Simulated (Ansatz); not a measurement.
# Hf3Si2: the cost of one run

Computed with Ansatz 0.2.0 (DFT PBEsol, scalar-relativistic, plane waves, PAW, unless a step's input says otherwise).

1 further run of the same task is left out (it didn't finish).

## 1. The system as given

It takes space group P4/mbm (No. 127, tetragonal). Conventional cell: a = 6.976 Å, b = 6.976 Å, c = 3.607 Å, α = 90.00°, β = 90.00°, γ = 90.00°. Hf (site symmetry m2m) has 6 Si at 2.69 to 2.77 Å as nearest neighbours. Hf (site symmetry 4/m) has 4 Si at 2.76 Å and 8 Hf at 3.15 Å as nearest neighbours. Si (site symmetry m2m) is surrounded by 1 Si at 2.44 Å and 8 Hf at 2.69 to 2.77 Å.

Structure file:

```cif
data_structure
_symmetry_space_group_name_H-M 'P4/mbm'
_symmetry_Int_Tables_number 127
_cell_length_a 6.9765
_cell_length_b 6.9765
_cell_length_c 3.6070
_cell_angle_alpha 90.000
_cell_angle_beta 90.000
_cell_angle_gamma 90.000
_cell_volume 175.56
loop_
_atom_site_label
_atom_site_type_symbol
_atom_site_symmetry_multiplicity
_atom_site_Wyckoff_symbol
_atom_site_fract_x
_atom_site_fract_y
_atom_site_fract_z
_atom_site_occupancy
Hf1 Hf 4 h 0.67386 0.82614 0.50000 1
Hf2 Hf 2 a 0.50000 0.50000 0.00000 1
Si1 Si 4 g 0.62381 0.12381 0.00000 1
```

It goes back to an entry of the Materials Project, which need not be the stable form.

It is the result of an earlier relaxation at this level (volume 17.56 Å³/atom; gap on the mesh: none (metal)).

## 2. The reference cell

The reference gives a free energy of -96082.8236 eV, pressure 0.08 GPa, largest force 0.014 eV/Å and gap on the mesh none (metal). It was computed beforehand with the settings of the runs below.

## 3. Next: energy and stress against strain

The cell is strained by ε times the Voigt pattern (1, 1, 0, 0, 0, 0) (xx, yy, zz, yz, xz, xy; engineering shear), with fractional coordinates fixed (clamped ions). The stress on the pattern is the sum of the stress components weighted by it, tension positive.

## 4. Point ε = -0.0400

input.yaml reads:

```yaml
crystal:
  lattice:
    - [6.6974025492, 0.0, 0.0]
    - [0.0, 6.6974025492, 0.0]
    - [0.0, 0.0, 3.6070281186]
  atoms:
    - { symbol: Hf, position: [0.6738642686, 0.8261357314, 0.5] }
    - { symbol: Hf, position: [0.8261357314, 0.3261357314, 0.5] }
    - { symbol: Hf, position: [0.3261357314, 0.1738642686, 0.5] }
    - { symbol: Hf, position: [0.1738642686, 0.6738642686, 0.5] }
    - { symbol: Hf, position: [0.5, 0.5, 0.0] }
    - { symbol: Hf, position: [0.0, 0.0, 0.0] }
    - { symbol: Si, position: [0.6238117757, 0.1238117757, 0.0] }
    - { symbol: Si, position: [0.8761882243, 0.6238117757, 0.0] }
    - { symbol: Si, position: [0.1238117757, 0.3761882243, 0.0] }
    - { symbol: Si, position: [0.3761882243, 0.8761882243, 0.0] }
basis:
  ecutwfc: 420
kpoints:
  mp_grid: { grid: [6, 6, 12] }
hamiltonian:
  xc: pbesol
scf:
  occupations: { method: gaussian, width: 0.15 }
output:
  forces: true
  stress: true
  eigenvalues: true
  write_density: true
  write_potential: true
  elf: true
  volumetric_format: npy
```

On the command line:

```sh
$ ansatz run input.yaml --threads 2 --pin off --max-ram 5120MiB --backend cpu --events-out ev --progress --plain --runs-dir out
```

What time and memory should one allow on 2 threads of Arm Neoverse V2, shared host?

About 58 s, with a peak of 1.1 GiB.
